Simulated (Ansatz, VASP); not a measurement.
**AlN in two plane-wave programs**

Wanted: the spread between two codes on one cell, functional and k mesh.

Main program and level: Ansatz 0.2.0; plane waves, with VASP 6.6.1 beside it; band structure at LDA.

## 1. Starting point

It takes space group F-43m (No. 216, cubic). The conventional cell has a = 4.368 Å, b = 4.368 Å, c = 4.368 Å, α = 90.00°, β = 90.00°, γ = 90.00°. Nearest to Al lie 4 N at 1.89 Å. N has 4 Al at 1.89 Å nearest. Farther neighbours and most contacts between anions are not listed.

Structure file:

```xyz
2
Lattice="0.0000 2.1840 2.1840 2.1840 0.0000 2.1840 2.1840 2.1840 0.0000" Properties=species:S:1:pos:R:3 pbc="T T T"
Al    0.0000    0.0000    0.0000
N     1.0920    1.0920    1.0920
```

## 2. VASP: band structure, LDA

The same path points are solved in both programs, so levels can be compared one by one.

Lines of VASP's logs that name or quote its potential files are left out, and so is its time.

INCAR reads:

```
SYSTEM = AlN
PREC = Accurate
ENCUT = 450
EDIFF = 1E-08
NELM = 100
ISMEAR = 0
SIGMA = 0.01
LREAL = .FALSE.
ALGO = Normal
GGA = CA
NBANDS = 10
LORBIT = 11
LWAVE = .TRUE.
LCHARG = .FALSE.
KPAR = 4
```

POSCAR reads:

```
AlN
1.0
    0.0000000000      2.1839935596      2.1839935596
    2.1839935596      0.0000000000      2.1839935596
    2.1839935596      2.1839935596      0.0000000000
Al N
1 1
Direct
    0.0000000000      0.0000000000      0.0000000000
    0.2500000000      0.2500000000      0.2500000000
```

KPOINTS reads:

```
Automatic mesh
0
Gamma
6 6 6
0 0 0
```

KPOINTS_OPT reads:

```
Line mode
12
Line-mode
Reciprocal
  0.00000000   0.00000000   0.00000000 GAMMA
  0.50000000   0.00000000   0.50000000 X

  0.50000000   0.00000000   0.50000000 X
  0.50000000   0.25000000   0.75000000 W

  0.50000000   0.25000000   0.75000000 W
  0.37500000   0.37500000   0.75000000 K

  0.37500000   0.37500000   0.75000000 K
  0.00000000   0.00000000   0.00000000 GAMMA

  0.00000000   0.00000000   0.00000000 GAMMA
  0.50000000   0.50000000   0.50000000 L

  0.50000000   0.50000000   0.50000000 L
  0.62500000   0.25000000   0.62500000 U

  0.62500000   0.25000000   0.62500000 U
  0.50000000   0.25000000   0.75000000 W

  0.50000000   0.25000000   0.75000000 W
  0.50000000   0.50000000   0.50000000 L

  0.50000000   0.50000000   0.50000000 L
  0.37500000   0.37500000   0.75000000 K

  0.62500000   0.25000000   0.62500000 U
  0.50000000   0.00000000   0.50000000 X
```

The projector-augmented-wave data sets are Al_GW and N_GW (LDA family, release 64).

Command:

```
mpirun -np 4 vasp_std
```

Numbers of over 12 decimals in the logs are rounded to 6 here.

Output:

```text
[banner, memory and clock lines left out]
running    4 mpi-ranks, on    1 nodes
 distrk:  each k-point on    1 cores,    4 groups
 distr:  one band on    1 cores,    1 groups

 POSCAR found type information on POSCAR AlN
 POSCAR found :  2 types and       2 ions
 LDA part: xc-table for (Slater(with rela. corr.)+CA(PZ))
 , standard interpolation
 POSCAR, INCAR and KPOINTS ok, starting setup
 FFT: planning ... GRIDC
 FFT: planning ... GRID_SOFT
 FFT: planning ... GRID
 WAVECAR not read
 entering main loop
       N       E                     dE             d eps       ncg     rms          rms(c)
DAV:   1     0.141746394111E+02    0.14175E+02   -0.44026E+03   320   0.663E+02
DAV:   2    -0.178884532177E+02   -0.32063E+02   -0.30594E+02   398   0.169E+02
DAV:   3    -0.188717547066E+02   -0.98330E+00   -0.98154E+00   386   0.262E+01
DAV:   4    -0.188776615654E+02   -0.59069E-02   -0.59045E-02   404   0.259E+00
DAV:   5    -0.188777626203E+02   -0.10105E-03   -0.10105E-03   406   0.300E-01    0.860E+00
DAV:   6    -0.164714048365E+02    0.24064E+01   -0.12867E+01   434   0.254E+01    0.224E+00
DAV:   7    -0.164205674811E+02    0.50837E-01   -0.74566E-02   372   0.275E+00    0.138E+00
DAV:   8    -0.163915621799E+02    0.29005E-01   -0.34739E-02   364   0.279E+00    0.171E-01
DAV:   9    -0.163913184648E+02    0.24372E-03   -0.94066E-04   470   0.289E-01    0.693E-02
DAV:  10    -0.163913369797E+02   -0.18515E-04   -0.70573E-05   406   0.917E-02    0.134E-02
DAV:  11    -0.163913352646E+02    0.17151E-05   -0.36086E-06   384   0.238E-02    0.149E-03
DAV:  12    -0.163913352541E+02    0.10555E-07   -0.51695E-08   400   0.223E-03    0.183E-04
DAV:  13    -0.163913352510E+02    0.30333E-08   -0.61676E-09   230   0.527E-04
   1 F= -.16391335E+02 E0= -.16391335E+02  d E =-.943496E-67
 Start KPOINTS_OPT (optional k-point list driver)
k-point batch [1-16\120]
       N       E                     dE             ncg
DAV:   1     0.497268919884E+03   -0.29678E+04      336
DAV:   2     0.323698000164E+02   -0.46490E+03      466
DAV:   3     0.190373772606E+02   -0.13332E+02      392
DAV:   4     0.189457341043E+02   -0.91643E-01      408
DAV:   5     0.189442039705E+02   -0.15301E-02      432
DAV:   6     0.189441799020E+02   -0.24069E-04      410
DAV:   7     0.189441795787E+02   -0.32332E-06      448
DAV:   8     0.189441795747E+02   -0.39211E-08      418
[...]
k-point batch [113-120\120]
       N       E                     dE             ncg
DAV:   1     0.292255204271E+04   -0.29080E+04      168
DAV:   2     0.274497146479E+04   -0.17758E+03      226
DAV:   3     0.274126665454E+04   -0.37048E+01      198
DAV:   4     0.274124392253E+04   -0.22732E-01      230
DAV:   5     0.274124367193E+04   -0.25061E-03      206
DAV:   6     0.274124366475E+04   -0.71761E-05      238
DAV:   7     0.274124366474E+04   -0.84801E-08      204
 writing wavefunctions
```

OUTCAR, selected parts (step 2):

```text
ion  position               nearest neighbor table
   1  0.000  0.000  0.000-   2 1.89   2 1.89   2 1.89   2 1.89
   2  0.250  0.250  0.250-   1 1.89   1 1.89   1 1.89   1 1.89

  LATTYP: Found a face centered cubic cell.
 ALAT       =     4.3679871192

 Subroutine GETGRP returns: Found 24 space group operations
 (whereof 24 operations were pure point group operations)

The static configuration has the point symmetry T_d .

 Found     16 irreducible k-points:

   k-points           NKPTS =     16   k-points in BZ     NKDIM =     16   number of bands    NBANDS=     10

   dimension x,y,z NGX =    24 NGY =   24 NGZ =   24
   dimension x,y,z NGXF=    48 NGYF=   48 NGZF=   48

   ENCUT  =  450.0 eV  33.07 Ry    5.75 a.u.   5.34  5.34  5.34*2*pi/ulx,y,z

   NELECT =       8.0000    total number of electrons

 k-points in reciprocal lattice and weights: Automatic mesh
   0.00000000  0.00000000  0.00000000       0.005
   0.16666667  0.00000000  0.00000000       0.037
   0.33333333  0.00000000  0.00000000       0.037
   0.50000000  0.00000000  0.00000000       0.019
   0.16666667  0.16666667  0.00000000       0.028
   0.33333333  0.16666667  0.00000000       0.111
   0.50000000  0.16666667  0.00000000       0.111
  -0.33333333  0.16666667  0.00000000       0.111
  -0.16666667  0.16666667  0.00000000       0.056
[...]
-0.33333333  0.33333333  0.16666667       0.111
  -0.33333333  0.50000000  0.16666667       0.056

 average (electrostatic) potential at core
       1 -52.1780       2 -63.0215

 E-fermi :   4.9618

 k-point     1 :       0.0000    0.0000    0.0000
  band No.  band energies     occupation
      1      -9.9903      2.00000
      2       4.8415      2.00000
      3       4.8415      2.00000
      4       4.8415      2.00000
      5       9.0679      0.00000
      6      17.1623      0.00000
      7      17.1623      0.00000
      8      17.1623      0.00000
      9      22.3565      0.00000
    ...

 k-point     2 :       0.1667    0.0000    0.0000
  band No.  band energies     occupation
      1      -9.5841      2.00000
      2       2.9902      2.00000
      3       4.7072      2.00000
      4       4.7072      2.00000
      5      10.4525      0.00000
      6      16.2745      0.00000
      7      17.3340      0.00000
      8      17.3340      0.00000
      9      20.5562      0.00000
    ...

 k-point     3 :       0.3333    0.0000    0.0000
  band No.  band energies     occupation
      1      -8.5675      2.00000
      2       0.2657      2.00000
      3       4.4642      2.00000
      4       4.4642      2.00000
      5      11.7757      0.00000
      6      15.0947      0.00000
      7      16.3761      0.00000
      8      16.3761      0.00000
      9      21.9848      0.00000
    ...

  Total       -0.6872807     -0.6872807     -0.6872807     -0.0000000      0.0000000      0.0000000
  in kB      -52.8519076    -52.8519076    -52.8519076     -0.0000000      0.0000000      0.0000000
  external PRESSURE =     -52.8519076 kB  Pullay stress =       0.0000000 kB

  energy-cutoff  :      450.00
  volume of cell :       20.83
      direct lattice vectors                 reciprocal lattice vectors
     0.000000000  2.183993560  2.183993560    -0.228938404  0.228938404  0.228938404
     2.183993560  0.000000000  2.183993560     0.228938404 -0.228938404  0.228938404
     2.183993560  2.183993560  0.000000000     0.228938404  0.228938404 -0.228938404

 POSITION                                       TOTAL-FORCE (eV/Angst)
 -----------------------------------------------------------------------------------
      0.00000      0.00000      0.00000         0.000000      0.000000      0.000000
      1.09200      1.09200      1.09200        -0.000000     -0.000000     -0.000000
 -----------------------------------------------------------------------------------
    total drift:                               -0.000000     -0.000000     -0.000000

  FREE ENERGIE OF THE ION-ELECTRON SYSTEM (eV)
  ---------------------------------------------------
  free  energy   TOTEN  =       -16.3913352510 eV

  energy  without entropy=      -16.3913352510  energy(sigma->0) =      -16.39133525

 total charge
# of ion       s       p       d       tot
------------------------------------------
    1        0.444   0.569   0.216   1.229
    2        1.181   2.561   0.000   3.742
--------------------------------------------------
tot          1.626   3.130   0.216   4.971

[... 3 further parts left out ...]
```

The run ends at a pressure of -5.29 GPa.

## 3. Ansatz: band structure, LDA

Ansatz runs on its default PAW (the set named soft_2) files.

The same cell, functional (in two slightly different forms), mesh and smearing now go to Ansatz, which takes its cutoff from its data sets.

input.yaml reads:

```yaml
crystal:
  lattice:
    - [0.0, 2.1839935596, 2.1839935596]
    - [2.1839935596, 0.0, 2.1839935596]
    - [2.1839935596, 2.1839935596, 0.0]
  atoms:
    - { symbol: Al, position: [0.0, 0.0, 0.0] }
    - { symbol: "N", position: [0.25, 0.25, 0.25] }
hamiltonian:
  xc: lda
  pseudopotentials: { kind: paw }
kpoints:
  mp_grid: { grid: [6, 6, 6] }
  band_path:
    path:
      - [0.0, 0.0, 0.0]
      - [0.18182, 0.0, 0.18182]
      - [0.36364, 0.0, 0.36364]
      - [0.5, 0.0, 0.5]
      - [0.5, 0.09091, 0.59091]
      - [0.5, 0.18182, 0.68182]
      - [0.5, 0.25, 0.75]
      - [0.45455, 0.29545, 0.75]
      - [0.40909, 0.34091, 0.75]
      - [0.375, 0.375, 0.75]
      - [0.20455, 0.20455, 0.40909]
      - [0.06818, 0.06818, 0.13636]
      - [0.03409, 0.03409, 0.06818]
      - [0.04545, 0.04545, 0.04545]
      - [0.22727, 0.22727, 0.22727]
      - [0.40909, 0.40909, 0.40909]
      - [0.51136, 0.47727, 0.51136]
      - [0.55682, 0.38636, 0.55682]
      - [0.60227, 0.29545, 0.60227]
      - [0.61364, 0.25, 0.63636]
      - [0.56818, 0.25, 0.68182]
      - [0.51136, 0.25, 0.73864]
      - [0.5, 0.29545, 0.70455]
      - [0.5, 0.38636, 0.61364]
      - [0.5, 0.47727, 0.52273]
      - [0.47727, 0.47727, 0.54545]
      - [0.43182, 0.43182, 0.63636]
      - [0.38636, 0.38636, 0.72727]
      - [0.60227, 0.20455, 0.60227]
      - [0.55682, 0.11364, 0.55682]
      - [0.5, 0.0, 0.5]
    npoints: 1
scf:
  occupations: { method: gaussian, width: 0.01 }
  n_extra_bands: 7
output:
  forces: true
  stress: true
  eigenvalues: true
```

Command:

```
ansatz run input.yaml --threads 2 --pin off --max-ram 4608MiB --backend cpu --events-out ev --progress --plain --runs-dir out
```

Output:

```text
scf.n_extra_bands = 7 over 4 filled bands (N_el = 8.0): the run solves 11 bands
Engine: ansatz 0.2.0, x86_64-unknown-linux-gnu
Pseudopotentials: kind: paw
Pseudopotential: Al, paw, valence charge 3, recommended cutoff 420 eV (normal), Al.paw.azcp
Pseudopotential: N, paw, valence charge 5, recommended cutoff 420 eV (normal), N.paw.azcp
Functional definition: SPW92
  exchange = slater_x
  correlation = pw_c
Crystal: 2 atoms, lattice volume = 20.835 Å³
Basis set: ecut = 420 eV, 411 PW (Γ)
Bands: 11, of which v1, the nominal top of the filled ones, is band 4 counted from 1 (3 counted from 0)
Symmetry: 24 space group operations
Space group: F-43m (ITA 216), of the structure as read, at distance tolerance 2.8e-5 Å
k-points: 16 of 216 (time reversal used)
Non-local potential: Al, projectors of the file, l = 0: 2, l = 1: 2, l = 2: 1
Non-local potential: N, projectors of the file, l = 0: 2, l = 1: 2, l = 2: 1
PAW form: soft (Blöchl's): semilocal exchange-correlation on the pseudo side does not see the compensation charge
PAW frozen core: Al, regenerated for the run's functional, and the local potential with it (the file was generated under x = pbe(κ = 0.804, μ = 0.219515), c = pbe(β = 0.066725))
PAW frozen core: N, regenerated for the run's functional, and the local potential with it (the file was generated under x = pbe(κ = 0.804, μ = 0.219515), c = pbe(β = 0.066725))
PAW one-centre angular grid: Al, 110 points (default); XC on 64 Gauss nodes
PAW one-centre angular grid: N, 110 points (default); XC on 64 Gauss nodes
Initial density: superposition of atomic densities (neutral atoms: chi_scale 0, normalization atom), corrected by the library's trained network
Initial wavefunctions: pseudopotential atomic-orbital guess
Functional: x = slater, c = lda
SCF iter   1: F=—  HF=-889.811323 eV  |F-HF|=—  |Δ(HF+E_count)|=         —  Δρ=8.72e-3  dr2=1.81e-2  ethr=1.77e-3  ⟨swp⟩=5.4  Hψ=1117  notcnv=0
preconditioner: auto → none  [insulator: Δε(μ)=3.108 eV  Ē_g=18.840 eV  σ=0.010 eV  W_gap=1.00  n_scr=0 (ndim 8)  ℏωp=23.0 eV  f_vac=0.000  D(μ)=0.00/eV (n_scr^D=0)  ε∞_Penn≈2.5]
SCF iter   2: F=—  HF=-889.806540 eV  |F-HF|=—  |Δ(HF+E_count)|=   4.78e-3  Δρ=3.41e-3  dr2=2.57e-3  ethr=2.26e-4  ⟨swp⟩=1.8  Hψ=327  notcnv=0  defer=14
SCF iter   3: F=—  HF=-889.805724 eV  |F-HF|=—  |Δ(HF+E_count)|=   8.17e-4  Δρ=3.67e-4  dr2=1.16e-5  ethr=3.21e-5  ⟨swp⟩=2.8  Hψ=256  notcnv=0  defer=34
SCF iter   4: F=—  HF=-889.805719 eV  |F-HF|=—  |Δ(HF+E_count)|=   4.42e-6  Δρ=1.38e-5  dr2=2.24e-8  ethr=1.46e-7  ⟨swp⟩=2.1  Hψ=183  notcnv=0  defer=34
iter 5 did not close the SCF: its close was put off for the readings that it lacked (scf_convergence_deferred on its scf_iter line)
SCF iter   5: F=-889.805719 eV  HF=-889.805719 eV  |F-HF|=3.91e-11  |Δ(HF+E_count)|=   1.96e-9  Δρ=2.30e-6  dr2=3.72e-10  ethr=2.80e-10  ⟨swp⟩=2.1  Hψ=201  notcnv=0  defer=34
SCF iter   6: F=-889.805719 eV  HF=-889.805719 eV  |F-HF|=6.82e-13  |Δ(HF+E_count)|=  7.48e-11  Δρ=6.97e-8  dr2=3.87e-13  ethr=4.65e-12  ⟨swp⟩=4.4  Hψ=719  notcnv=0
SCF 1 converged in 6 iterations: F = -889.805719 eV  dr2 = 3.87e-13
  greatest PAW one-centre occupation: 0.781 electrons in one spin orbital (limit 2), on the N atom at site 1 (counted from 0), in its partial waves of l = 0
NSCF: frozen V_eff on 31 k-points
SCF converged after 6 iterations
Free energy (F): -889.805719 eV
Harris-Foulkes:  -889.805719 eV  (|F-HF|=6.82e-13)
Internal energy: -889.805719 eV  (E = F + TS)
E sigma→0 (E₀):  -889.805719 eV
Fermi energy:    8.299002 eV
--- Per-component energies (eV) ---
  E_band       = 13.352763
  E_kinetic    = 158.780647
  E_local      = -223.437515  (includes V_loc(G=0)·N_el)
  E_nonlocal   = 57.497825
  E_hartree    = 76.316654
  E_xc         = -100.519917
  E_vxc        = -107.486155  (∫ρ·V_xc dr)
  E_paw        = -561.975710  (= ΣΔE_a)
  E_vpaw       = -24.635440  (= ΣTr[D̂ρ^β])
  E_aug_tail   = 0.000091  (compensation charges beyond the density's cutoff)
  E_ewald      = -296.603555
  E_core_change = 0.135761  (= ΣΔE_core)
  E_smearing   = -0.000000  (= −TS)
  E_closure    = 0.000000  (closes the sum)
  Σ components = -889.805719   (vs F -889.805719, Δ=0.00e0)
--- Forces (eV/Å), atoms counted from 1 ---
  atom   1  Al     0.00000000    -0.00000000    -0.00000000
  atom   2  N     -0.00000000     0.00000000    -0.00000000
  max |Σ_I F_I| component: 2.50e-16 eV/Å
--- Stress (GPa, compression-positive) ---
       -3.598856       0.000000      -0.000000
        0.000000      -3.598856       0.000000
       -0.000000       0.000000      -3.598856
  P = ⅓ Tr σ = -3.5989 GPa (-35.989 kbar)
--- Band table (eV; the first three rows and the last of 16) ---
  k-point 0: bands = [-8.1378, 6.6783, 6.6783, 6.6783, 10.9063, 19.0348, 19.0348, 19.0348, ... 3 higher]
  k-point 1: bands = [-7.7318, 4.8343, 6.5456, 6.5456, 12.2936, 18.1398, 19.1997, 19.1997, ... 3 higher]
  k-point 2: bands = [-6.7174, 2.1169, 6.3050, 6.3050, 13.6217, 16.9450, 18.2269, 18.2269, ... 3 higher]
  k-point 15: bands = [-5.3195, 2.3253, 3.8726, 4.1556, 11.8472, 16.8029, 19.4952, 19.5009, ... 3 higher]
```

Elapsed: 0.44 s, on 2 threads of Intel Xeon Platinum 8488C (Sapphire Rapids), shared host; peak memory 0.31 GiB.

In the SCF lines HF is the Harris–Foulkes energy and dr2 the Hartree energy of the density residual, in eV; the loop may stop once dr2 is under the threshold and the program's other checks hold. Hψ counts applications of the Hamiltonian.

## 4. Comparison

Known differences besides the potentials themselves: the two LDA forms differ slightly; the cutoff is 420 eV in Ansatz and 450 eV in VASP; VASP's log shows a relativistic correction to its local exchange, Ansatz's none. Total energies have different zeros and are not compared.

The two programs side by side:

| quantity | Ansatz | VASP | difference |
| --- | --- | --- | --- |
| gap over the path points (eV) | 3.241 | 3.220 | +0.021 |

Levels at points of the path, from each program's valence-band top (eV; 3 filled, then empty):

| k (reciprocal lattice) | Ansatz | VASP |
| --- | --- | --- |
| 0.000 0.000 0.000 | 0.00 0.00 0.00 4.23 12.36 | 0.00 0.00 0.00 4.23 12.32 |
| 0.182 0.000 0.182 | -1.93 -0.60 -0.60 6.01 10.79 | -1.93 -0.61 -0.61 6.00 10.76 |
| 0.364 0.000 0.364 | -4.21 -1.53 -1.53 4.29 8.93 | -4.22 -1.54 -1.54 4.27 8.92 |
| 0.500 0.000 0.500 | -4.95 -1.79 -1.79 3.24 8.42 | -4.96 -1.80 -1.80 3.22 8.40 |
| 0.500 0.091 0.591 | -4.76 -2.14 -2.11 3.96 9.00 | -4.78 -2.16 -2.12 3.94 8.99 |
| 0.500 0.182 0.682 | -4.25 -2.95 -2.58 5.40 10.38 | -4.26 -2.97 -2.60 5.39 10.37 |
| 0.500 0.250 0.750 | -3.82 -3.47 -2.72 5.96 11.24 | -3.83 -3.49 -2.74 5.96 11.24 |
| 0.455 0.295 0.750 | -4.05 -3.49 -2.27 5.73 10.58 | -4.06 -3.51 -2.29 5.72 10.58 |
| 0.409 0.341 0.750 | -4.25 -3.63 -1.59 5.25 10.05 | -4.26 -3.65 -1.60 5.23 10.04 |
| 0.375 0.375 0.750 | -4.29 -3.66 -1.38 5.08 9.93 | -4.31 -3.68 -1.39 5.06 9.93 |

Among the levels compared at these points, filled levels agree within 22 meV and empty ones within 36 meV. Not compared: the pressure (VASP's GW data sets at this cutoff don't carry it).

## 5. Other set-ups

Further runs change the set-up of one program: Ansatz's method, potentials or start, or VASP's data sets, cutoff or form of LDA. The table gives Ansatz less VASP for each quantity, since a change that brings one quantity closer may part another.

| run | gap over the path points (eV) |
| --- | --- |
| as above | 0.021 |
| cores kept as stored | 0.019 |
| Ansatz's larger PAW set (cutoff 1050 eV) | 0.013 |
| norm-conserving potentials (cutoff 1143 eV) | 0.036 |

## 6. Outcome

```yaml
difference_in_gap_over_the_path_points_band_structure_lda: 0.021 eV
```

What this shows: The difference in gap over the path points is 0.021 eV (band structure, LDA), within the 0.08 eV picked in this series as the mark of a large difference. Band structure, LDA, Ansatz's larger PAW set (cutoff 1050 eV): the difference in gap over the path points goes from 0.021 to 0.013 eV. Band structure, LDA, norm-conserving potentials (cutoff 1143 eV): the difference in gap over the path points goes from 0.021 to 0.036 eV. Such differences can come from data sets, numerical settings and the points named under the comparisons, not from the functional's error against experiment.

[Lines on the potential files, build, host, timing and source positions are cut from VASP's logs without a mark.]

[Logs are printed without paths, hosts, clocks, repeated set-up lines and the standing remarks that a program may print on its own settings, such as how far it seeks lower states.]

[Hosts, paths, dates, database ids (printed as entryN), source tags and the programs' standing remarks are cut or masked in the printed files.]
